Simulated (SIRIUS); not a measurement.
A run of SIRIUS 7.12.0 is set up as follows.

The input sirius.json:

```json
{
  "control": {
    "processing_unit": "cpu",
    "std_evp_solver_name": "lapack",
    "gen_evp_solver_name": "lapack",
    "verbosity": 2,
    "print_forces": true,
    "ortho_rf": true,
    "use_second_variation": true,
    "rmt_max": 3.0,
    "num_bands_to_print": 24,
    "save_wf": true
  },
  "parameters": {
    "electronic_structure_method": "full_potential_lapwlo",
    "xc_functionals": ["XC_GGA_X_PBE_SOL", "XC_GGA_C_PBE_SOL"],
    "core_relativity": "dirac",
    "valence_relativity": "iora",
    "num_fv_states": 42,
    "smearing": "fermi_dirac",
    "smearing_width": 0.0018374661,
    "pw_cutoff": 20,
    "gk_cutoff": 3.4,
    "lmax_apw": 11,
    "lmax_rho": 8,
    "lmax_pot": 8,
    "num_mag_dims": 0,
    "auto_rmt": 0,
    "ngridk": [7, 7, 7],
    "shiftk": [0, 0, 0],
    "num_dft_iter": 80,
    "energy_tol": 1e-07,
    "density_tol": 1e-05,
    "use_symmetry": true
  },
  "settings": {"tol_ne": 1e-10},
  "iterative_solver": {"type": "exact"},
  "mixer": {"type": "anderson", "beta": 0.5, "max_history": 8},
  "unit_cell": {
    "lattice_vectors": [
      [4.2849539876, 2.4739193382, 7.4417414788],
      [-4.2849539876, 2.4739193382, 7.4417414788],
      [0.0, -4.9478386764, 7.4417414788]
    ],
    "atom_types": ["Bi"],
    "atom_files": {"Bi": "Bi.json"},
    "atoms": {"Bi": [[0.772434, 0.786245, 0.754061], [0.23222, 0.238582, 0.232252]]}
  }
}
```

The input Bi.json:

```json
{
  "name": "bismuth",
  "symbol": "Bi",
  "number": 83,
  "mass": 208.9804,
  "rmin": 1e-06,
  "rmt": 2.65,
  "nrmt": 800,
  "rinf": 15.61,
  "core": "1s2s2p3s3p3d4s4p4d5s",
  "valence": [
    {"basis": [{"enu": -0.02, "dme": 0, "n": 0, "auto": 0}, {"enu": -0.02, "dme": 1, "n": 0, "auto": 0}]},
    {"l": 0, "n": 1, "basis": [{"enu": -0.0524, "dme": 0, "n": 0, "auto": 0}]},
    {"l": 1, "n": 2, "basis": [{"enu": 0.08, "dme": 0, "n": 0, "auto": 0}]},
    {"l": 2, "n": 3, "basis": [{"enu": 0.08, "dme": 0, "n": 0, "auto": 0}]},
    {"l": 3, "n": 4, "basis": [{"enu": 0.08, "dme": 0, "n": 0, "auto": 0}]},
    {"l": 4, "n": 5, "basis": [{"enu": 0.08, "dme": 0, "n": 0, "auto": 0}]}
  ],
  "lo": [
    {
      "l": 0,
      "basis": [{"enu": -0.0524, "dme": 0, "n": 0, "auto": 0}, {"enu": -0.0524, "dme": 1, "n": 0, "auto": 0}]
    },
    {
      "l": 0,
      "basis": [{"enu": -0.0524, "dme": 1, "n": 0, "auto": 0}, {"enu": -0.0524, "dme": 2, "n": 0, "auto": 0}]
    },
    {
      "l": 0,
      "basis": [{"enu": -0.0524, "dme": 0, "n": 0, "auto": 0}, {"enu": 1.6564, "dme": 0, "n": 0, "auto": 0}]
    },
    {"l": 1, "basis": [{"enu": 0.08, "dme": 0, "n": 0, "auto": 0}, {"enu": 0.08, "dme": 1, "n": 0, "auto": 0}]},
    {
      "l": 1,
      "basis": [{"enu": -3.2623, "dme": 0, "n": 5, "auto": 1}, {"enu": -3.2623, "dme": 1, "n": 5, "auto": 1}]
    },
    {
      "l": 1,
      "basis": [{"enu": -3.2623, "dme": 1, "n": 5, "auto": 1}, {"enu": 0.08, "dme": 0, "n": 0, "auto": 0}]
    },
    {"l": 1, "basis": [{"enu": 0.08, "dme": 0, "n": 0, "auto": 0}, {"enu": 2.7001, "dme": 0, "n": 0, "auto": 0}]},
    {"l": 2, "basis": [{"enu": 0.08, "dme": 0, "n": 0, "auto": 0}, {"enu": 0.08, "dme": 1, "n": 0, "auto": 0}]},
    {
      "l": 2,
      "basis": [{"enu": -0.7465, "dme": 0, "n": 5, "auto": 1}, {"enu": -0.7465, "dme": 1, "n": 5, "auto": 1}]
    },
    {
      "l": 2,
      "basis": [{"enu": -0.7465, "dme": 1, "n": 5, "auto": 1}, {"enu": 0.08, "dme": 0, "n": 0, "auto": 0}]
    },
    {"l": 2, "basis": [{"enu": 0.08, "dme": 0, "n": 0, "auto": 0}, {"enu": 3.0419, "dme": 0, "n": 0, "auto": 0}]},
    {"l": 3, "basis": [{"enu": 0.08, "dme": 0, "n": 0, "auto": 0}, {"enu": 0.08, "dme": 1, "n": 0, "auto": 0}]},
    {
      "l": 3,
      "basis": [{"enu": -5.3829, "dme": 0, "n": 4, "auto": 1}, {"enu": -5.3829, "dme": 1, "n": 4, "auto": 1}]
    },
    {
      "l": 3,
      "basis": [{"enu": -5.3829, "dme": 1, "n": 4, "auto": 1}, {"enu": 0.08, "dme": 0, "n": 0, "auto": 0}]
    },
    {"l": 3, "basis": [{"enu": 0.08, "dme": 0, "n": 0, "auto": 0}, {"enu": 3.3837, "dme": 0, "n": 0, "auto": 0}]},
    {"l": 4, "basis": [{"enu": 0.08, "dme": 0, "n": 0, "auto": 0}, {"enu": 0.08, "dme": 1, "n": 0, "auto": 0}]},
    {"l": 4, "basis": [{"enu": 0.08, "dme": 0, "n": 0, "auto": 0}, {"enu": 2.8141, "dme": 0, "n": 0, "auto": 0}]}
  ],
  "free_atom": [... radial grid and density of the free atom, the start of the SCF ...]
}
```

sirius_start.json

```json
{
  "control": {
    "processing_unit": "cpu",
    "std_evp_solver_name": "lapack",
    "gen_evp_solver_name": "lapack",
    "verbosity": 1,
    "print_forces": false,
    "ortho_rf": true,
    "use_second_variation": true,
    "rmt_max": 3.0,
    "num_bands_to_print": 24,
    "save_wf": false
  },
  "parameters": {
    "electronic_structure_method": "full_potential_lapwlo",
    "xc_functionals": ["XC_LDA_X", "XC_LDA_C_PW"],
    "core_relativity": "dirac",
    "valence_relativity": "iora",
    "num_fv_states": 42,
    "smearing": "fermi_dirac",
    "smearing_width": 0.0055123983,
    "pw_cutoff": 20,
    "gk_cutoff": 2.72,
    "lmax_apw": 11,
    "lmax_rho": 8,
    "lmax_pot": 8,
    "num_mag_dims": 0,
    "auto_rmt": 0,
    "ngridk": [3, 3, 3],
    "shiftk": [0, 0, 0],
    "num_dft_iter": 30,
    "energy_tol": 0.01,
    "density_tol": 0.05,
    "use_symmetry": true
  },
  "settings": {"tol_ne": 1e-10},
  "iterative_solver": {"type": "exact"},
  "mixer": {"type": "anderson", "beta": 0.5, "max_history": 8},
  "unit_cell": {
    "lattice_vectors": [
      [4.2849539876, 2.4739193382, 7.4417414788],
      [-4.2849539876, 2.4739193382, 7.4417414788],
      [0.0, -4.9478386764, 7.4417414788]
    ],
    "atom_types": ["Bi"],
    "atom_files": {"Bi": "Bi.json"},
    "atoms": {"Bi": [[0.772434, 0.786245, 0.754061], [0.23222, 0.238582, 0.232252]]}
  }
}
```

Potentials or basis: all-electron FP-LAPW, apw+lo standard.

Launch:

```console
$ OMP_NUM_THREADS=1 sirius.scf --input=sirius_start.json --output=start.json
$ OMP_NUM_THREADS=1 sirius.scf --input=sirius.json --output=output.json --task=1
```

Task: Predict the band gap on the k mesh.

Result: 0.23 eV, indirect (least direct gap 0.51 eV).

Task: Estimate the largest force.

Result: 0.449 eV/Å.

Forces on the atoms (eV/Å):
```
Bi   0.044 -0.183 -0.407
Bi  -0.044  0.183  0.407
```

Caveat: spin-orbit coupling is left out, which as a rule narrows the gap of such compounds by several tenths of an eV; an odd mesh through Γ misses points on the zone boundary, where band edges often lie.
